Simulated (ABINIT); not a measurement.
Runs of ABINIT 10.8.3 (patched build) on Bi. Symmetry: Im-3m, No. 229, cubic system. The conventional cell has a = 3.963 Å, b = 3.963 Å, c = 3.963 Å, α = 90.00°, β = 90.00°, γ = 90.00°. Bi (site symmetry m-3m) is surrounded by 8 Bi at 3.43 Å. This isn't the form of Bi at room conditions, which is rhombohedral.

```csv
task,level,k mesh,cutoff (eV),fine-grid cutoff,dispersion computed by,mesh quality,gap on the mesh (eV),pressure (GPa),V0 of scaled cells (Å³/atom),B0 (GPa)
single point,PBEsol,5 × 5 × 5,599,1197.3 eV,-,coarse,none,-1.8,-,-
equation of state,RPBE+D3,9 × 9 × 9,599,1197.3 eV,simple-dftd3 1.7.0,not flagged,-,-,(a),48
band structure,SOGGA,9 × 9 × 9,599,1197.3 eV,-,not flagged,none,-2.9,-,-
band structure,r2SCAN,9 × 9 × 9,707,1306.15 eV,-,not flagged,none,-0.4,-,-
band structure,PW91,9 × 9 × 9,599,1197.3 eV,-,not flagged,none,(c),-,-
equation of state,revPBE+D3(BJ),9 × 9 × 9,599,1197.3 eV,-,not flagged,-,-,29.54,61
equation of state,BLYP+D3,9 × 9 × 9,599,1197.3 eV,-,not flagged,-,-,(b),39
```

Alike in all rows: potentials or basis JTH PAW PBE v2.0; no spin polarisation; cell as given; smearing fermi-dirac 0.05 eV.

**Question.** Estimate the missing entries.

**Answer.** (a) 31.92; (b) 32.69; (c) 0.9.

Caveats: some runs use coarse meshes; the PAW data sets were made with another functional, which shifts forces and pressure a little; spin-orbit coupling is left out, which moves the levels of the heavy elements; pressures at fixed basis lie under the slope of the energies (some runs).

A k mesh can miss the band edges, and the runs leave out spin-orbit coupling on Bi.

A gap of «none» marks a metal or a gap under the smearing width.

Runs at the PBE level aren't shown here.
